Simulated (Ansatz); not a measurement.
# What moves the gap on the k mesh of CdTe?

```xyz
2
Lattice="0.0000 3.2050 3.2050 3.2050 0.0000 3.2050 3.2050 3.2050 0.0000" Properties=species:S:1:pos:R:3 pbc="T T T"
Cd    0.0000    0.0000    0.0000
Te    4.8075    4.8075    4.8075
```

Atom numbers follow the list: Cd1, Te2.

The conventional cell has a = 6.410 Å, b = 6.410 Å, c = 6.410 Å, α = 90.00°, β = 90.00°, γ = 90.00°. Around Cd (atom 1) lie 4 Te at 2.78 Å. Around Te (atom 2) lie 4 Cd at 2.78 Å.

The cell is COD entry 1010539, as deposited and not checked against the literature; nothing was relaxed. It differs from other determinations.

Computed with Ansatz 0.2.0, DFT, PBE, all-electron LAPW, scalar-relativistic.

Settings: a Γ-centred 9×9×9 k mesh, Fermi–Dirac smearing of 0.08 eV, basis error target 1 meV/atom, no spin polarisation.

Spin–orbit coupling is off unless a change turns it on.

Spin–orbit coupling changes the gaps of such heavy atoms strongly.

In this reference run the gap on the k mesh is 0.87 eV. Each change below is made alone, on the same k mesh, with fractional coordinates held unless an atom is moved; x, y and z are the Cartesian axes.

Problem. Order the changes by the shift of the gap on the k mesh, most negative first.
A. volume scaled by 0.98
B. x and y strained by -2 %, z held
C. z strained by -2 % at fixed volume
D. volume scaled by 1.06
E. volume scaled by 0.9405

Solution. D (-0.18 eV), C (-0.07 eV), A (+0.06 eV), B (+0.10 eV), E (+0.19 eV).
